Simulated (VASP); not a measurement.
# ZnSe (Stilleite) (F-43m) in VASP: notebook

Runs on ZnSe (Stilleite). Level: PBE. Tasks: G0W0 quasiparticle levels.

Everything below comes from runs of VASP 6.6.1. Logs are shortened: lines on timing, memory, paths and dates and some standing lists are left out, and cuts for length are marked.

**1. Starting point**

It takes space group F-43m (No. 216, cubic). Conventional cell: a = 5.668 Å, b = 5.668 Å, c = 5.668 Å, α = 90.00°, β = 90.00°, γ = 90.00°. Around Se (site symmetry -43m) lie 4 Zn at 2.45 Å. Around Zn (site symmetry -43m) lie 4 Se at 2.45 Å.

**2. G0W0 quasiparticle levels, PBE**

Input file POSCAR:

```
ZnSe
1.0
    0.0000000000      2.8338000000      2.8338000000
    2.8338000000      0.0000000000      2.8338000000
    2.8338000000      2.8338000000      0.0000000000
Se Zn
1 1
Direct
    0.7500000000      0.7500000000      0.7500000000
    0.0000000000      0.0000000000      0.0000000000
```

Input file INCAR.step1:

```
SYSTEM = ZnSe
ALGO = Normal
EDIFF = 1E-8
ENCUT = 450
GGA = PE
ISMEAR = 0
LASPH = .True.
LCHARG = .False.
LREAL = .False.
LWAVE = .True.
NELM = 60
PREC = Accurate
SIGMA = 0.01
```

Input file INCAR.step2:

```
SYSTEM = ZnSe
ALGO = Exact
EDIFF = 1E-8
ENCUT = 450
GGA = PE
ISMEAR = 0
ISTART = 1
LASPH = .True.
LCHARG = .False.
LOPTICS = .True.
LREAL = .False.
LWAVE = .True.
NBANDS = 191
NELM = 1
PREC = Accurate
SIGMA = 0.01
```

Input file INCAR.step3:

```
SYSTEM = ZnSe
ALGO = EVGW0
EDIFF = 1E-8
ENCUT = 450
ENCUTGW = 200
GGA = PE
ISMEAR = 0
ISTART = 1
LASPH = .True.
LCHARG = .False.
LREAL = .False.
LWAVE = .False.
NBANDS = 191
NBANDSGW = 17
NELMGW = 1
NOMEGA = 48
PREC = Accurate
PRECFOCK = Fast
SIGMA = 0.01
```

Input file KPOINTS:

```
k-points
0
Gamma
  4 4 4
  0 0 0
```

Potentials or basis: VASP PAW PBE potentials, release 64 (Se_GW, Zn_GW).

Started as:

```sh
$ cat potpaw_PBE.64/Se_GW/POTCAR potpaw_PBE.64/Zn_GW/POTCAR > POTCAR
$ cp INCAR.step1 INCAR
$ mpirun -np 1 vasp_std > vasp.out
$ cp INCAR.step2 INCAR
$ mpirun -np 1 vasp_std > vasp.out
$ cp INCAR.step3 INCAR
$ mpirun -np 1 vasp_std > vasp.out
```

OUTCAR:

```text
SYSTEM = ZnSe
   EDIFF = 1E-8
   ENCUT = 450
   ENCUTGW = 200
   GGA = PE
   ISMEAR = 0
   ISTART = 1
   LASPH = .True.
   LREAL = .False.
   NELMGW = 1
   PREC = Accurate
   PRECFOCK = Fast

 Found      8 irreducible k-points:

 Following reciprocal coordinates:
            Coordinates               Weight
  0.000000  0.000000  0.000000      1.000000
  0.250000  0.000000  0.000000      8.000000
  0.500000  0.000000  0.000000      4.000000
  0.250000  0.250000  0.000000      6.000000
  0.500000  0.250000  0.000000     24.000000
 -0.250000  0.250000  0.000000     12.000000
   k-points           NKPTS =      8   k-points in BZ     NKDIM =     64   number of bands    NBANDS=    191
   number of dos      NEDOS =    301   number of ions     NIONS =      2
   total plane-waves  NPLWV =  21952
   dimension x,y,z NGX =    28 NGY =   28 NGZ =   28
   dimension x,y,z NGXF=    56 NGYF=   56 NGZF=   56
   ions per type =               1   1
   NGX,Y,Z   is equivalent  to a cutoff of  11.62, 11.62, 11.62 a.u.
   NGXF,Y,Z  is equivalent  to a cutoff of  23.23, 23.23, 23.23 a.u.
 SYSTEM =  ZnSe
   PREC   = accura    normal or accurate (medium, high low for compatibility)
   ISTART =      1    job   : 0-new  1-cont  2-samecut
   ICHARG =      0    charge: 1-file 2-atom 10-const
   ISPIN  =      1    spin polarized calculation?
   LNONCOLLINEAR =      F non collinear calculations
   LSORBIT =      F    spin-orbit coupling
   LASPH  =      T    aspherical Exc in radial PAW
   ENCUT  =  450.0 eV  33.07 Ry    5.75 a.u.   6.93  6.93  6.93*2*pi/ulx,y,z
   NELM   =     60;   NELMIN=  2; NELMDL=  0     # of ELM steps
   EDIFF  = 0.1E-07   stopping-criterion for ELM
   LREAL  =      F    real-space projection
   EDIFFG = 0.1E-06   stopping-criterion for IOM
   NSW    =      0    number of steps for IOM
   IBRION =     -1    ionic relax: 0-MD 1-quasi-New 2-CG
   NFREE  =      0    steps in history (QN), initial steepest desc. (CG)
   ISIF   =      0    stress and relaxation
   ISYM   =      3    0-nonsym 1-usesym 2-fastsym
   POTIM  = 0.5000    time-step for ionic-motion
   TEBEG  =    0.0;   TEEND  =   0.0 temperature during run
   PSTRESS=    0.0 pullay stress
   NELECT =      18.0000    total number of electrons
   NUPDOWN=      -1.0000    fix difference up-down
   EMIN   =  10.00;   EMAX   =-10.00  energy-range for DOS
   EFERMI =   0.00;   METHOD = LEGACY
   ISMEAR =     0;   SIGMA  =   0.01  broadening in eV -4-tet -1-fermi 0-gaus
   EFERMI_NEDOS =   21; number of points for ismear=-14 and -15
   IALGO  =     38    algorithm
   IMIX   =      4    mixing-type and parameters
     AMIX     =   0.40;   BMIX     =  1.00
     AMIX_MAG =   1.60;   BMIX_MAG =  1.00
  volume/ion in A,a.u.               =      22.76       153.57
  Fermi-wavevector in a.u.,A,eV,Ry     =   1.201673  2.270834 19.647073  1.444019
  Thomas-Fermi vector in A             =   2.337476
   LORBIT       =      0    0 simple, 1 ext, 2 COOP (PROOUT), +10 PAW based schemes
   GGA     = PE    functional components
   LHFCALC =     T    Hartree Fock is set to
   PRECFOCK=fast      Normal, Fast or Accurate (Low or Medium for compatibility)
   ENCUT4O =  -1.0   cutoff for four orbital integrals eV
   NKREDX  =     1    reduce k-point grid by
   NKREDY  =     1    reduce k-point grid by
   NKREDZ  =     1    reduce k-point grid by
   AEXX    =    1.0000 exact exchange contribution
   HFSCREEN=    0.0000 screening length (either q_TF or 0.3 A-1)
   HFSCREENC=   0.0000 screening length for correlation (either q_TF or 0.3 A-1)
   ENCUTFOCK=  -1.0 apply spherical cutoff to Coloumb kernel
   IVDW    =     0    specifies the selected vdW correction
   LEPSILON=     F    determine dielectric tensor
   LRPA    =     F    only Hartree local field effects (RPA)
   LRPAFORCE           =     F    calculate RPA forces
   ENCUTGW             = 200.0    cutoff for response function in eV
   ENCUTGWSOFT         = 160.0    soft cutoff for Coulomb kernel in GW response function in eV
   ENCUTLF             =  -1.0    cutoff for local field effects
   NELMGW              =     1    number of iterations in solving QP/BSE equation
   NELMHF              =     1    number of iterations in the inner HF iteration
   NKREDLFX            =     1    NKREDLFY  =   1   NKREDLFZ  =   1
 non-spin polarized calculation
 Gauss-broadening in eV      SIGMA  =   0.01
  energy-cutoff  :      450.00
  volume of cell :       45.51
 maximum number of plane-waves:       992
  NGX = 16; NGY = 16; NGZ = 16
   NGX = 13   NGY = 13   NGZ = 13
 maximum number of plane-waves:       303

 QP shifts <psi_nk| G(iteration)W_0 |psi_nk>: iteration 1
 for sc-GW calculations column KS-energies equals QP-energies in previous step
 and V_xc(KS)=  KS-energies - (<T + V_ion + V_H > + <T+V_H+V_ion>^1  + <V_x>^1)

 k-point   1 :       0.0000    0.0000    0.0000
  band No.  KS-energies  QP-energies   sigma(KS)   V_xc(KS)     V^pw_x(r,r')   Z            occupation Imag(sigma)

      1     -10.5789     -11.1764     -13.2440     -12.3136     -19.8450       0.6422       2.0000       0.9861
      2      -3.8940      -5.3833     -21.9239     -19.6867     -30.8350       0.6657       2.0000       0.1914
      3      -3.8940      -5.3833     -21.9239     -19.6867     -30.8350       0.6657       2.0000       0.1914
      4      -3.8940      -5.3833     -21.9239     -19.6867     -30.8350       0.6657       2.0000       0.1914
      5      -3.5273      -5.0831     -22.8174     -20.4991     -32.0202       0.6711       2.0000       0.1741
      6      -3.5273      -5.0831     -22.8174     -20.4991     -32.0202       0.6711       2.0000       0.1741
[... 9 lines left out ...]
     16      14.1157      14.2879     -10.0945     -10.3254      -5.0062       0.7461       0.0000      -0.2445
     17      15.7061      15.5186      -7.8547      -7.6068      -2.2686       0.7562       0.0000      -0.4952

 k-point   2 :       0.2500    0.0000    0.0000
  band No.  KS-energies  QP-energies   sigma(KS)   V_xc(KS)     V^pw_x(r,r')   Z            occupation Imag(sigma)

      1     -10.2153     -10.8308     -13.4904     -12.5589     -19.9612       0.6608       2.0000       0.9586
      2      -3.8437      -5.3369     -22.0263     -19.7856     -30.9683       0.6664       2.0000       0.1908
      3      -3.8437      -5.3369     -22.0263     -19.7856     -30.9683       0.6664       2.0000       0.1908
      4      -3.8314      -5.2900     -21.3199     -19.1365     -29.9165       0.6680       2.0000       0.1951
      5      -3.5272      -5.0856     -22.8123     -20.4961     -32.0202       0.6728       2.0000       0.1749
      6      -3.5272      -5.0856     -22.8123     -20.4961     -32.0202       0.6728       2.0000       0.1749
[... 9 lines left out ...]
     16      13.3717      13.2422      -7.5095      -7.3368      -2.2235       0.7500       0.0000      -0.2737
     17      16.6282      16.6787      -8.7161      -8.7835      -2.8084       0.7488       0.0000      -0.5221

 k-point   3 :       0.5000    0.0000    0.0000
  band No.  KS-energies  QP-energies   sigma(KS)   V_xc(KS)     V^pw_x(r,r')   Z            occupation Imag(sigma)

      1      -9.7860     -10.4003     -13.8531     -12.9363     -20.2039       0.6699       2.0000       0.9168
      2      -3.8070      -5.3054     -22.0931     -19.8487     -31.0544       0.6677       2.0000       0.1895
      3      -3.8070      -5.3054     -22.0931     -19.8487     -31.0544       0.6677       2.0000       0.1895
      4      -3.5092      -5.0654     -22.8674     -20.5536     -32.1040       0.6726       2.0000       0.1764
      5      -3.5092      -5.0654     -22.8674     -20.5536     -32.1040       0.6726       2.0000       0.1764
      6      -3.3675      -4.8944     -22.7019     -20.4282     -31.8543       0.6716       2.0000       0.1874
[... 9 lines left out ...]
     16      15.7424      15.8845      -9.7725      -9.9614      -3.9884       0.7523       0.0000      -0.4340
     17      16.8400      17.1212      -9.8093     -10.1815      -3.7387       0.7555       0.0000      -0.6062

 k-point   4 :       0.2500    0.2500    0.0000
  band No.  KS-energies  QP-energies   sigma(KS)   V_xc(KS)     V^pw_x(r,r')   Z            occupation Imag(sigma)

      1     -10.0931     -10.7065     -13.5740     -12.6438     -20.0044       0.6594       2.0000       0.9521
      2      -3.9037      -5.3450     -21.0268     -18.8675     -29.5030       0.6675       2.0000       0.1960
      3      -3.7840      -5.2875     -22.1514     -19.9032     -31.1337       0.6687       2.0000       0.1909
      4      -3.7840      -5.2875     -22.1514     -19.9032     -31.1337       0.6687       2.0000       0.1909
      5      -3.5526      -5.0992     -22.6809     -20.3758     -31.8471       0.6710       2.0000       0.1770
      6      -3.5033      -5.0644     -22.8708     -20.5526     -32.0965       0.6734       2.0000       0.1742
[... 9 lines left out ...]
     16      16.4378      16.5421      -8.8227      -8.9626      -2.8292       0.7449       0.0000      -0.5231
     17      17.9008      17.7913      -8.1073      -7.9616      -2.3643       0.7525       0.0000      -0.6038

 k-point   5 :       0.5000    0.2500    0.0000
  band No.  KS-energies  QP-energies   sigma(KS)   V_xc(KS)     V^pw_x(r,r')   Z            occupation Imag(sigma)

      1      -9.6602     -10.2696     -13.9422     -13.0344     -20.2672       0.6712       2.0000       0.9067
      2      -3.8105      -5.2830     -21.5654     -19.3623     -30.2656       0.6684       2.0000       0.1911
      3      -3.7258      -5.2338     -22.2934     -20.0421     -31.3250       0.6699       2.0000       0.1893
      4      -3.6276      -5.1465     -22.2141     -19.9524     -31.1907       0.6716       2.0000       0.1858
      5      -3.5003      -5.0617     -22.8772     -20.5636     -32.1148       0.6749       2.0000       0.1755
      6      -3.3849      -4.8920     -22.3967     -20.1564     -31.3692       0.6727       2.0000       0.1860
[... 9 lines left out ...]
     16      16.7687      16.9218      -9.5842      -9.7878      -3.6350       0.7515       0.0000      -0.5725
     17      16.9932      17.0225      -8.8325      -8.8714      -3.0425       0.7533       0.0000      -0.5174

 k-point   6 :      -0.2500    0.2500    0.0000
  band No.  KS-energies  QP-energies   sigma(KS)   V_xc(KS)     V^pw_x(r,r')   Z            occupation Imag(sigma)

      1      -9.8056     -10.4168     -13.8178     -12.8986     -20.1725       0.6649       2.0000       0.9196
      2      -3.7954      -5.2923     -21.9880     -19.7486     -30.8954       0.6684       2.0000       0.1903
      3      -3.7778      -5.2803     -22.1762     -19.9309     -31.1651       0.6692       2.0000       0.1900
      4      -3.6399      -5.1090     -21.4237     -19.2372     -30.0129       0.6719       2.0000       0.1908
      5      -3.5391      -5.0918     -22.7726     -20.4605     -31.9754       0.6715       2.0000       0.1759
      6      -3.4774      -5.0143     -22.6148     -20.3350     -31.7064       0.6741       2.0000       0.1807
[... 9 lines left out ...]
     16      16.7492      16.8745      -9.6628      -9.8295      -3.7209       0.7512       0.0000      -0.5655
     17      17.2388      17.2420      -8.5628      -8.5671      -2.8252       0.7547       0.0000      -0.4920

 [... further k-points ...]
```

Run time: 2.1 min. Hardware: 1 thread of Intel Xeon 6975P-C (Granite Rapids), shared host; peak memory 0.51 GiB.

The run converged, but some of its settings lie outside the range that counts as converged, so its numbers aren't taken as properties of the crystal.

Results:

| Quantity | Value |
| --- | --- |
| Band gap on the k mesh, mean-field level | 1.27 eV, direct |
| Quasiparticle gap | 2.39 eV |
| Least direct quasiparticle gap | 2.39 eV |

Caveat: the k mesh is coarse (spacing up to 0.48 Å⁻¹), so the values aren't converged; bands, screening cutoff and mesh are small and nothing is extrapolated, so the quasiparticle values aren't converged.

(Continued in part 2 of 2.)
